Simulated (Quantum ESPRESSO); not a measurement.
# NbP (I4_1md) in Quantum ESPRESSO: phonons with LDA

Aim: the phonons of NbP with LDA.

Everything below comes from runs of Quantum ESPRESSO 7.5. Logs are shortened: lines on timing, memory, paths and dates and some standing lists are left out, and cuts for length are marked.

### 1 The structure

Symmetry: I4_1md, No. 109, tetragonal system. The conventional cell has a = 3.350 Å, b = 3.350 Å, c = 11.480 Å, α = 90.00°, β = 90.00°, γ = 90.00°. Nb (site symmetry 2mm) has 6 P at 2.55 Å as nearest neighbours. P (site symmetry 2mm) has 6 Nb at 2.55 Å as nearest neighbours.

The cell is a database's computed one.

### 2 Phonons, LDA

The input, pw.in:

```
&CONTROL
  calculation = 'scf'
  prefix = 'pwscf'
  outdir = './tmp'
  pseudo_dir = './pseudo'
  tprnfor = .true.
  tstress = .true.
  disk_io = 'low'
/
&SYSTEM
  ibrav = 0
  celldm(1) = 8
  nat = 4
  ntyp = 2
  ecutwfc = 45
  ecutrho = 360
  nbnd = 26
  occupations = 'smearing'
  smearing = 'mv'
  degauss = 0.00999582
/
&ELECTRONS
  conv_thr = 8d-10
  electron_maxstep = 120
  mixing_beta = 0.5
/
ATOMIC_SPECIES
Nb    92.9064 nb_lda_v1.uspp.F.UPF
P     30.9738 p_lda_v1.5.uspp.F.UPF
CELL_PARAMETERS alat
 -0.3956432788229   0.3956432788229   1.3559040472720
  0.3956432788229  -0.3956432788229   1.3559040472720
  0.3956432788229   0.3956432788229  -1.3559040472720
ATOMIC_POSITIONS crystal
Nb     0.2498808000    0.7498808000    0.5000000000
Nb     0.4998808000    0.4998808000    0.0000000000
P      0.8327477700    0.3327477700    0.5000000000
P      0.0827477700    0.0827477700    0.0000000000
K_POINTS automatic
11 11 11 0 0 0
```

The input, relax.in:

```
&CONTROL
  calculation = 'vc-relax'
  prefix = 'pwscf'
  outdir = './tmp'
  pseudo_dir = './pseudo'
  tprnfor = .true.
  tstress = .true.
  disk_io = 'low'
  nstep = 40
  forc_conv_thr = 0.0001
  etot_conv_thr = 1d-06
/
&SYSTEM
  ibrav = 0
  celldm(1) = 8
  nat = 4
  ntyp = 2
  ecutwfc = 45
  ecutrho = 360
  nbnd = 26
  occupations = 'smearing'
  smearing = 'mv'
  degauss = 0.00999582
/
&ELECTRONS
  conv_thr = 8d-10
  electron_maxstep = 120
  mixing_beta = 0.5
/
&IONS
  ion_dynamics = 'bfgs'
/
&CELL
  cell_dynamics = 'bfgs'
  press = 0
  press_conv_thr = 0.2
/
ATOMIC_SPECIES
Nb    92.9064 nb_lda_v1.uspp.F.UPF
P     30.9738 p_lda_v1.5.uspp.F.UPF
CELL_PARAMETERS alat
 -0.3956432788229   0.3956432788229   1.3559040472720
  0.3956432788229  -0.3956432788229   1.3559040472720
  0.3956432788229   0.3956432788229  -1.3559040472720
ATOMIC_POSITIONS crystal
Nb     0.2498808000    0.7498808000    0.5000000000
Nb     0.4998808000    0.4998808000    0.0000000000
P      0.8327477700    0.3327477700    0.5000000000
P      0.0827477700    0.0827477700    0.0000000000
K_POINTS automatic
11 11 11 0 0 0
```

The input, scf2.in:

```
&CONTROL
  calculation = 'scf'
  prefix = 'pwscf'
  outdir = './tmp'
  pseudo_dir = './pseudo'
  tprnfor = .true.
  tstress = .true.
  disk_io = 'low'
/
&SYSTEM
  ibrav = 0
  celldm(1) = 8
  nat = 4
  ntyp = 2
  ecutwfc = 45
  ecutrho = 360
  nbnd = 26
  occupations = 'smearing'
  smearing = 'mv'
  degauss = 0.00999582
/
&ELECTRONS
  conv_thr = 1d-13
  electron_maxstep = 120
  mixing_beta = 0.5
  startingpot = 'file'
  startingwfc = 'file'
/
ATOMIC_SPECIES
Nb    92.9064 nb_lda_v1.uspp.F.UPF
P     30.9738 p_lda_v1.5.uspp.F.UPF
CELL_PARAMETERS alat
 -0.3900557902858   0.3900557902858   1.3258926540227
  0.3900557902858  -0.3900557902858   1.3258926540227
  0.3900557902858   0.3900557902858  -1.3258926540227
ATOMIC_POSITIONS crystal
Nb     0.2502239190    0.7502239190    0.5000000000
Nb     0.5002239190    0.5002239190    0.0000000000
P      0.8324046510    0.3324046510    0.5000000000
P      0.0824046510    0.0824046510    0.0000000000
K_POINTS automatic
11 11 11 0 0 0
```

The input, ph.in:

```
phonons of NbP
&INPUTPH
  prefix = 'pwscf'
  outdir = './tmp'
  tr2_ph = 1d-18
  fildyn = 'dyn'
  niter_ph = 90
  alpha_mix(1) = 0.4
/
0.0000000000 0.0000000000 0.0000000000
```

The input, dynmat.in:

```
&INPUT
  fildyn = 'dyn'
  asr = 'crystal'
  filout = 'dynmat.disp'
  fileig = 'dynmat.eig'
/
```

Potentials or basis: GBRV 1.5 LDA.

Run with:

```bash
$ OMP_NUM_THREADS=1 mpirun -n 4 pw.x -nk 4 -in pw.in > pw.out
$ OMP_NUM_THREADS=1 mpirun -n 4 pw.x -nk 4 -in relax.in > relax.out
$ OMP_NUM_THREADS=1 mpirun -n 4 pw.x -nk 4 -in scf2.in > scf2.out
$ OMP_NUM_THREADS=1 mpirun -n 4 ph.x -nk 4 -in ph.in > ph.out
$ OMP_NUM_THREADS=1 mpirun -n 1 dynmat.x -in dynmat.in > dynmat.out
```

pw.out:

```text
This program is part of the open-source Quantum ESPRESSO suite
     for quantum simulation of materials; please cite
[... 6 lines left out ...]
     using ibrav=0 with symmetry is DISCOURAGED, use correct ibrav instead

     K-points division:     npool     =       4
     Subspace diagonalization in iterative solution of the eigenvalue problem:
     a serial algorithm will be used

     G-vector sticks info
     --------------------
     sticks:   dense  smooth     PW     G-vecs:    dense   smooth      PW
     Sum        2783    1389    457                50121    17787    3339

     Using Slab Decomposition

     bravais-lattice index     =            0
     lattice parameter (alat)  =       8.0000  a.u.
     unit-cell volume          =     434.6768 (a.u.)^3
     number of atoms/cell      =            4
     number of atomic types    =            2
     number of electrons       =        36.00
     number of Kohn-Sham states=           26
     kinetic-energy cutoff     =      45.0000  Ry
     charge density cutoff     =     360.0000  Ry
     scf convergence threshold =      8.0E-10
     mixing beta               =       0.5000
     number of iterations used =            8  plain     mixing
     Exchange-correlation=  SLA  PZ   NOGX NOGC
                           (   1   1   0   0   0   0   0)

     celldm(1)=   8.000000  celldm(2)=   0.000000  celldm(3)=   0.000000
     celldm(4)=   0.000000  celldm(5)=   0.000000  celldm(6)=   0.000000

     crystal axes: (cart. coord. in units of alat)
               a(1) = (  -0.395643   0.395643   1.355904 )
               a(2) = (   0.395643  -0.395643   1.355904 )
               a(3) = (   0.395643   0.395643  -1.355904 )

     reciprocal axes: (cart. coord. in units 2 pi/alat)
               b(1) = (  0.000000  1.263765  0.368758 )
               b(2) = (  1.263765  0.000000  0.368758 )
               b(3) = (  1.263765  1.263765  0.000000 )

     PseudoPot. # 1 for Nb read from file:
     nb_lda_v1.uspp.F.UPF
     Pseudo is Ultrasoft + core correction, Zval = 13.0
     Generated by new atomic code, or converted to UPF format
     Using radial grid of  887 points,  6 beta functions with:
                l(1) =   0
                l(2) =   0
                l(3) =   1
                l(4) =   1
                l(5) =   2
                l(6) =   2
     Q(r) pseudized with  6 coefficients,  rinner =    1.000   1.000   1.000
                                                       1.000   1.000

     PseudoPot. # 2 for P  read from file:
     p_lda_v1.5.uspp.F.UPF
     Pseudo is Ultrasoft + core correction, Zval =  5.0
     Generated by new atomic code, or converted to UPF format
     Using radial grid of  903 points,  6 beta functions with:
                l(1) =   0
                l(2) =   0
                l(3) =   1
                l(4) =   1
                l(5) =   2
                l(6) =   2
     Q(r) pseudized with  8 coefficients,  rinner =    1.300   1.300   1.300
                                                       1.300   1.300

     atomic species   valence    mass     pseudopotential
     Nb               13.00    92.90640     Nb( 1.00)
     P                 5.00    30.97380     P ( 1.00)

      8 Sym. Ops. (no inversion) found ( 4 have fractional translation)

   Cartesian axes

     site n.     atom                  positions (alat units)
         1        Nb     tau(   1) = (   0.3956433  -0.0000000   0.6776288  )
         2        Nb     tau(   2) = (  -0.0000000  -0.0000000   1.3555808  )
         3        P      tau(   3) = (  -0.0000000   0.3956433   0.9023481  )
         4        P      tau(   4) = (  -0.0000000  -0.0000000   0.2243961  )

     number of k points=   126  Marzari-Vanderbilt smearing, width (Ry)=  0.0100

     Number of k-points >= 100: set verbosity='high' to print them.

     Dense  grid:    50121 G-vectors     FFT dimensions: (  72,  72,  72)

     Smooth grid:    17787 G-vectors     FFT dimensions: (  60,  60,  54)

     Initial potential from superposition of free atoms

     starting charge      35.9954, renormalised to      36.0000
     Starting wfcs are   34 randomized atomic wfcs

     Self-consistent Calculation

     iteration #  1     ecut=    45.00 Ry     beta= 0.50
     Davidson diagonalization with overlap
     ethr =  1.00E-02,  avg # of iterations =  3.0

     total energy              =    -267.44072055 Ry
     estimated scf accuracy    <       0.54721118 Ry

     iteration #  2     ecut=    45.00 Ry     beta= 0.50
     Davidson diagonalization with overlap
     ethr =  1.52E-03,  avg # of iterations =  2.0

     total energy              =    -267.59257198 Ry
     estimated scf accuracy    <       0.18761489 Ry

     iteration #  3     ecut=    45.00 Ry     beta= 0.50
     Davidson diagonalization with overlap
     ethr =  5.21E-04,  avg # of iterations =  1.8

     total energy              =    -267.62782578 Ry
     estimated scf accuracy    <       0.00494247 Ry

     iteration #  4     ecut=    45.00 Ry     beta= 0.50
     Davidson diagonalization with overlap
     ethr =  1.37E-05,  avg # of iterations =  4.8

     total energy              =    -267.62865277 Ry
     estimated scf accuracy    <       0.00013568 Ry

     iteration #  5     ecut=    45.00 Ry     beta= 0.50
     Davidson diagonalization with overlap
     ethr =  3.77E-07,  avg # of iterations =  5.5

     total energy              =    -267.62872762 Ry
     estimated scf accuracy    <       0.00001502 Ry

     iteration #  6     ecut=    45.00 Ry     beta= 0.50
     Davidson diagonalization with overlap
     ethr =  4.17E-08,  avg # of iterations =  3.6

     total energy              =    -267.62873144 Ry
     estimated scf accuracy    <       0.00000062 Ry

     iteration #  7     ecut=    45.00 Ry     beta= 0.50
     Davidson diagonalization with overlap
     ethr =  1.72E-09,  avg # of iterations =  2.3

     total energy              =    -267.62873166 Ry
     estimated scf accuracy    <       0.00000016 Ry

     iteration #  8     ecut=    45.00 Ry     beta= 0.50
     Davidson diagonalization with overlap
     ethr =  4.40E-10,  avg # of iterations =  2.1

     total energy              =    -267.62873170 Ry
     estimated scf accuracy    <          8.0E-09 Ry

     iteration #  9     ecut=    45.00 Ry     beta= 0.50
     Davidson diagonalization with overlap
     ethr =  2.23E-11,  avg # of iterations =  2.4

     End of self-consistent calculation

     Number of k-points >= 100: set verbosity='high' to print the bands.

     the Fermi energy is    14.6594 ev

!    total energy              =    -267.62873170 Ry
     estimated scf accuracy    <          3.5E-10 Ry
     smearing contrib. (-TS)   =       0.00012319 Ry
     internal energy E=F+TS    =    -267.62885489 Ry

     The total energy is F=E-TS. E is the sum of the following terms:
     one-electron contribution =     -42.94349358 Ry
     hartree contribution      =      39.38816122 Ry
     xc contribution           =     -48.73325505 Ry
     ewald contribution        =    -215.34026748 Ry

     convergence has been achieved in   9 iterations

     Forces acting on atoms (cartesian axes, Ry/au):

     atom    1 type  1   force =     0.00000000    0.00000000    0.00071687
     atom    2 type  1   force =    -0.00000000   -0.00000000    0.00071687
     atom    3 type  2   force =     0.00000000   -0.00000000   -0.00071687
     atom    4 type  2   force =    -0.00000000   -0.00000000   -0.00071687

     Total force =     0.001434     Total SCF correction =     0.000001

     Computing stress (Cartesian axis) and pressure

          total   stress  (Ry/bohr**3)                   (kbar)     P=      -95.64
  -0.00065466   0.00000000   0.00000000          -96.30        0.00        0.00
  -0.00000000  -0.00065466  -0.00000000           -0.00      -96.30       -0.00
   0.00000000   0.00000000  -0.00064114            0.00        0.00      -94.31

=------------------------------------------------------------------------------=
   JOB DONE.
=------------------------------------------------------------------------------=
```

Run time: 43 min. Hardware: 4 MPI ranks of Intel Xeon 6975P-C (Granite Rapids), shared host; peak memory 1 GiB.

What came out:

| Item | Value |
| --- | --- |
| Free energy | -3641.3701 eV |
| Relaxed volume | 15.31 Å³/atom |
| Relaxed cell | a = 6.079 Å, b = 6.079 Å, c = 6.079 Å, α = 148.48°, β = 148.48°, γ = 45.18° |
| Space group after relaxing (to 0.05 Å) | I4_1md (No. 109) |
| Pressure after relaxing | 0.0 GPa |
| Band gap on the k mesh | none (metal or under the smearing width) |
| Highest phonon frequency at Γ | 397 cm⁻¹ |

Step by step:
| step | energy change (eV) | largest force (eV/Å) | pressure (GPa) | volume (Å³) |
| --- | --- | --- | --- | --- |
| 1 | 0.0000 | 0.0184 | -9.56 | 64.41 |
| 2 | -0.0974 | 0.0257 | -0.15 | 61.32 |
| 3 | -0.0982 | 0.0306 | 0.01 | 61.26 |
| 4 | -0.0989 | 0.0262 | 0.02 | 61.24 |
| 5 | -0.0992 | 0.0103 | 0.01 | 61.22 |
| 6 | -0.0992 | 0.0043 | 0.01 | 61.22 |
| 7 | -0.0992 | 0.0000 | 0.00 | 61.22 |

Final structure:
```xyz
4
Lattice="-1.6513 1.6513 5.6131 1.6513 -1.6513 5.6131 1.6513 1.6513 -5.6131" Properties=species:S:1:pos:R:3 pbc="T T T"
Nb    1.6513    0.0000    2.8090
Nb    0.0000    0.0000    5.6156
P     0.0000    1.6513    3.7316
P     0.0000    0.0000    0.9251
```

Phonon frequencies in cm⁻¹ (negative: imaginary):
| q point | frequencies |
| --- | --- |
| (0.000, 0.000, 0.000) | -7 -7 -6 190 190 261 338 338 369 369 381 397 |

Optical modes at Γ, degenerate ones joined:
| cm⁻¹ | components | symmetry | active in |
| --- | --- | --- | --- |
| 190 | 2 | E | IR and Raman |
| 261 | 1 | B1 | Raman |
| 338 | 2 | E | IR and Raman |
| 369 | 2 | E | IR and Raman |
| 381 | 1 | A1 | IR and Raman |
| 397 | 1 | B1 | Raman |
